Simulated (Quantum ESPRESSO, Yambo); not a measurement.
Planning a run of Yambo 5.3.0 on AlN (F-43m). The input:

```
HF_and_locXC
gw0
dyson
ppa
em1d
rim_cut
RandQpts= 1000000
RandGvec= 1 RL
EXXRLvcs= 72 Ry
VXCRLvcs= 288 Ry
Chimod= "HARTREE"
% BndsRnXp
 1 | 37 |
%
NGsBlkXp= 8 Ry
% LongDrXp
 1 | 1 | 1 |
%
% GbndRnge
 1 | 37 |
%
DysSolver= "n"
ExtendOut
PPAPntXp= 27.21138 eV
% QPkrange
 1 | 1 | 3 | 6 |
 13 | 13 | 3 | 6 |
%
```

```sh
OMP_NUM_THREADS=1 mpirun -n 4 yambo -F gw3.in -J gw3 -C gw3 > gw3.log
```

The stored states that it reads are on a 6×6×6 mesh. The structure is cubic, space group F-43m (No. 216). Conventional cell: a = 4.368 Å, b = 4.368 Å, c = 4.368 Å, α = 90.00°, β = 90.00°, γ = 90.00°. Nearest to Al lie 4 N at 1.89 Å. Nearest to N lie 4 Al at 1.89 Å. Farther neighbours and most contacts between anions are not listed.

Q: How long will it take on 4 MPI ranks of Arm Neoverse V1, shared host, and how much memory?

It took 21 s; on shared hardware allow 11 s to 42 s. Peak host memory was 1.1 GiB.

The screening grows as filled bands × empty bands × pairs of k points, times the square of the screening basis for the matrix.

[Paths, hosts, dates, memory and timing lines, banners, echoed tables and standing remarks are left out of the program output.]

[Logs are printed without paths, hosts, clocks, repeated set-up lines and the standing remarks that a program may print on its own settings, such as how far it seeks lower states.]

[Runs of the session that timed out or met a known fault of the program may be left out.]

[Hosts, paths, dates, database ids (printed as entryN), source tags and the programs' standing remarks are cut or masked in the printed files.]
